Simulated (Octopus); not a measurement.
PbS under changes of volume

One of the cells (26.686 Å³/atom); the others are scaled copies at fixed shape and fractional positions:

```
CELL_PARAMETERS angstrom
2.11266 1.21975 3.45192
-2.11266 1.21975 3.45192
0.00000 -2.43949 3.45192
ATOMIC_POSITIONS crystal
Pb 0.98057 0.98057 0.98057
S 0.47504 0.47504 0.47504
```

The cell is a database's computed one.

| Property | Result |
| --- | --- |
| Program | Octopus 16.4 |
| Functional | PBEsol |
| Potentials or basis | pseudodojo_pbesol (PseudoDojo 0.4, PBEsol) |
| Grid spacing | 0.151 Å |
| k mesh | 8 × 8 × 8 |
| Occupations | fermi-dirac, width 0.05 eV |
| Spin | no spin polarisation |

| volume (Å³/atom) | energy over the lowest point (meV/atom) | gap on the mesh (eV) | largest force (eV/Å) |
| --- | --- | --- | --- |
| 25.085 | ? | ? | ? |
| 25.618 | 1.62 | 0.22 | 0.033 |
| 26.152 | 0.00 | 0.29 | 0.022 |
| 26.686 | 2.40 | 0.36 | 0.011 |
| 27.220 | 7.09 | 0.42 | 0.001 |
| 27.753 | 15.39 | 0.48 | 0.009 |
| 28.287 | 26.49 | 0.54 | 0.018 |

Problem. What does the run at 25.085 Å³/atom give?

Solution. Energy over the lowest point 6.29 meV/atom; gap on the mesh 0.15 eV; largest force 0.045 eV/Å.

Worked out: A Birch-Murnaghan fit of order 3 (a polynomial in V^(-2/3)) to the other rows has its minimum at 26.10 Å³/atom with B0 = V·E''(V) = 49 GPa (rough, since the energies scatter) at fixed shape and positions, which overstates the stiffness. It gives 6.35 meV/atom at 25.085 Å³/atom, against the run's 6.29. A straight line through the other rows of the gap, of slope 3.22 eV per unit of ln V (its deformation potential), extrapolates to 0.16 eV, against the run's 0.15.

Energies are extrapolated to zero smearing.

Caveats: spin-orbit coupling is left out, which as a rule narrows the gap of such compounds by several tenths of an eV.

A mesh can miss the band edges.
